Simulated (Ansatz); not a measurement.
The system is WS2.

```xyz
3
Lattice="1.5790 0.9116 6.1633 -1.5790 0.9116 6.1633 0.0000 -1.8233 6.1633" Properties=species:S:1:pos:R:3 pbc="T T T"
W     0.0000    0.0000    0.0000
S     0.0000    0.0000   13.8730
S     0.0000    0.0000   10.7427
```

Measurements of this composition are mostly on another form, of space group No. 194.

Base run:

```yaml
Program: Ansatz 0.2.0
Functional: PBEsol
Potentials_or_basis: Ansatz PAW
Cutoff: "420 eV (not typed: the program's choice for these potentials)"
k_mesh: 7 × 7 × 7
Occupations: gaussian, width 0.05 eV
Spin: collinear spin, ferromagnetic start
Starting_moments: "[0.5, 0.0, 0.0] μB"
Hubbard_terms: W d U = 6 eV
```

Its results: band gap on the k mesh 1.35 eV, indirect (least direct gap 2.15 eV); pressure -0.1 GPa; net moment 0.00 μB per cell; largest force 0.609 eV/Å.

Problem. The run is repeated on the same cell with these changes: hubbard terms from W d U = 6 eV to none; hubbard projectors from ortho-atomic (the default) to none. What comes out?

Solution. Band gap on the k mesh 1.09 eV, indirect (least direct gap 2.30 eV); pressure -0.6 GPa; net moment 0.00 μB per cell; largest force 0.600 eV/Å.

The U term pushes filled and empty states of the shell apart.

Caveats: odd divisions of the mesh miss points on the zone boundary, where band edges often lie, so the gap on the mesh can be too wide; spin-orbit coupling is left out, which moves the levels of the heavy elements; the PAW data sets come from PBE, with cores solved anew for the run's functional, which leaves a small shift of forces and pressure; the starting moments weren't kept; the magnetic or orbital state may not be the lowest (some runs).

A k mesh can miss the band edges.
